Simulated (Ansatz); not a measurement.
**ZrO2, one cell by several methods**

```yaml
crystal:
  lattice:
    - [0.00000, 2.53500, 2.53500]
    - [2.53500, 0.00000, 2.53500]
    - [2.53500, 2.53500, 0.00000]
  atoms:
    - { symbol: Zr, position: [0.00000, 0.00000, 0.00000] }
    - { symbol: O, position: [0.25000, 0.25000, 0.25000] }
    - { symbol: O, position: [0.75000, 0.75000, 0.75000] }
```

Atom numbers follow the list: Zr1, O2, O3.

The cell comes from COD entry 9009051, which wasn't checked; take it as a given geometry. It differs from other determinations.

Levels of theory: DFT, PBE, PAW with Ansatz's default frozen-core files, scalar-relativistic (Ansatz 0.2.0); DFT, PBE, all-electron PAW with datasets made for the crystal, scalar-relativistic (Ansatz 0.2.0); DFT, PBE, all-electron LAPW, scalar-relativistic (Ansatz 0.2.0).

For PAW: a Γ-centred 9×9×9 k mesh, Fermi–Dirac smearing of 0.03 eV, cutoff 420 eV, no spin polarisation. The crystal-made all-electron datasets (AE datasets) take a cutoff of 380 eV at this cell. LAPW targets a basis error of 1 meV/atom. The Ansatz runs share mesh, smearing and spin set-up. Plane-wave (PAW) pressures include the program's estimate of the Pulay term.

Stress and pressure are positive in compression.

Levels count from the top of the valence band.

```json
{"quantity": "pressure (GPa)", "PAW": "6.76", "AE datasets": "6.76", "LAPW": "6.75"}
{"quantity": "band gap (eV)", "PAW": "3.393", "AE datasets": "3.391", "LAPW": "3.391"}
{"quantity": "highest filled level at L (eV)", "PAW": "-1.650", "AE datasets": "-1.649", "LAPW": "-1.650"}
{"quantity": "lowest empty level at L (eV)", "PAW": "4.043", "AE datasets": "4.046", "LAPW": "4.046"}
{"quantity": "highest filled level at W (eV)", "PAW": "-0.205", "AE datasets": "-0.205", "LAPW": "-0.205"}
{"quantity": "lowest empty level at W (eV)", "PAW": "4.498", "AE datasets": "4.498", "LAPW": "4.498"}
{"quantity": "highest filled level at U (eV)", "PAW": "-0.336", "AE datasets": "-0.336", "LAPW": "-0.336"}
{"quantity": "lowest empty level at U (eV)", "PAW": "4.077", "AE datasets": "4.077", "LAPW": "4.077"}
```

PAW's pressure differs from the LAPW value by about 0.01 GPa or less.
